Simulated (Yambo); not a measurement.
GaN in Yambo: convergence with bands in self energy

GaN:

```xyz
2
Lattice="0.0000 2.1917 2.1917 2.1917 0.0000 2.1917 2.1917 2.1917 0.0000" Properties=species:S:1:pos:R:3 pbc="T T T"
Ga    0.0000    0.0000    0.0000
N     1.0959    1.0959    1.0959
```

The cell is a database's computed one.

The cell isn't the ideal one: cell squeezed.

```yaml
Program: Yambo 5.3.0
Task: G0W0 quasiparticle levels
Functional: PBE
Potentials_or_basis: PseudoDojo 0.4.1 SR PBE standard
Cutoff: 1143 eV
Density_cutoff: 4572 eV
k_mesh: 6 × 6 × 6
Occupations: fixed
Spin: no spin polarisation
k_mesh_of_the_self-consistent_run: 10 × 10 × 10
Random_integration_of_the_Coulomb_term: yes
Direction_of_the_field_or_of_q_to_0: x + y + z
Broadening: 0.1 eV
States_corrected: Γ and the k points of the band edges
Frequency_dependence_of_W: plasmon pole
Terminator_of_the_band_sum_in_the_self-energy: none
Quasiparticle_equation: linearised (Newton)
Imaginary_frequency_of_the_plasmon-pole_fit: 27.2114 eV
Bands_in_the_response: 109
Bands_in_the_self-energy: 14
Cutoff_of_the_response_matrix: 12 Ry
Cutoff_of_exchange_and_Vxc: 84 Ry
Bands_corrected_first_last: "[8, 10]"
```

These are the settings of the first run; the series varies bands in self energy, with any setting tied to it.

```tsv
bands in self energy	quasiparticle gap at the points computed (eV)
14	2.401
19	2.409
29	2.509
49	2.584
109	2.691
```

Not settled before the last step: the quasiparticle gap at the points computed (to 0.05 eV). The tightest run that finished is the yardstick and may itself not be fully converged.

Caveat, for the tightest run too: the potentials hold a filled d shell without the s and p states of that shell, which can shift GW gaps by tenths of an eV, either way; this version prints the column dSc/dw multiplied by 27.2.
